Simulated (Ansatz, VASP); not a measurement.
**One calculation of NaH, two programs**

INCAR

```
SYSTEM = NaH
PREC = Accurate ; ENCUT = 520
EDIFF = 1E-7 ; ISMEAR = 0
SIGMA = 0.01 ; LREAL = .False.
LASPH = .True. ; NELM = 80
ALGO = Normal ; ISIF = 2
LWAVE = .False. ; LCHARG = .False.
GGA = PE ; NBANDS = 16
```

Contents of KPOINTS:

```
Automatic mesh
0
Gamma
  6 6 4
  0 0 0
```

POSCAR

```
NaH
1.0
    3.8905739988      0.0000000000      0.0000000000
   -1.9452869994      3.3693359183      0.0000000000
    0.0000000000      0.0000000000      4.7745241234
Na H
2 2
Direct
    0.3333333333      0.6666666667     -0.0625143191
    0.6666666667      0.3333333333      0.4374856809
    0.3333333333      0.6666666667      0.4375143191
    0.6666666667      0.3333333333      0.9375143191
```

Input for Ansatz:

```yaml
crystal:
  lattice:
    - [3.8905739988, 0.0, 0.0]
    - [-1.9452869994, 3.3693359183, 0.0]
    - [0.0, 0.0, 4.7745241234]
  atoms:
    - { symbol: Na, position: [0.3333333333, 0.6666666667, -0.0625143191] }
    - { symbol: Na, position: [0.6666666667, 0.3333333333, 0.4374856809] }
    - { symbol: H, position: [0.3333333333, 0.6666666667, 0.4375143191] }
    - { symbol: H, position: [0.6666666667, 0.3333333333, 0.9375143191] }
kpoints:
  mp_grid: { grid: [6, 6, 4] }
hamiltonian:
  xc: pbe
scf:
  occupations: { method: fixed }
  n_extra_bands: 5
output:
  forces: true
  stress: true
  eigenvalues: true
```

Alike in both runs: task single point; functional PBE; k mesh 6 × 6 × 4; no spin polarisation.

```csv
,VASP,Ansatz
version,VASP 6.6.1,Ansatz 0.2.0
potentials or method,"VASP PAW PBE potentials, release 64 (Na_pv, H)","plane waves, PAW"
plane-wave cutoff (eV),520,420
occupations,"gaussian, width 0.01 eV",fixed
valence electrons in the cell,16,20
```

|  | VASP | Ansatz | Ansatz less VASP |
| --- | --- | --- | --- |
| gap on the k mesh at the Fermi level (eV) | 3.36 | 3.35 | -0.001 |
| pressure (GPa) | 1.3 | 1.3 | +0.02 |

The two sets of potentials don't hold the same shells in valence.

A k mesh can miss the band edges. Expect the measured gap to be larger: semilocal functionals such as PBE lack the derivative discontinuity.
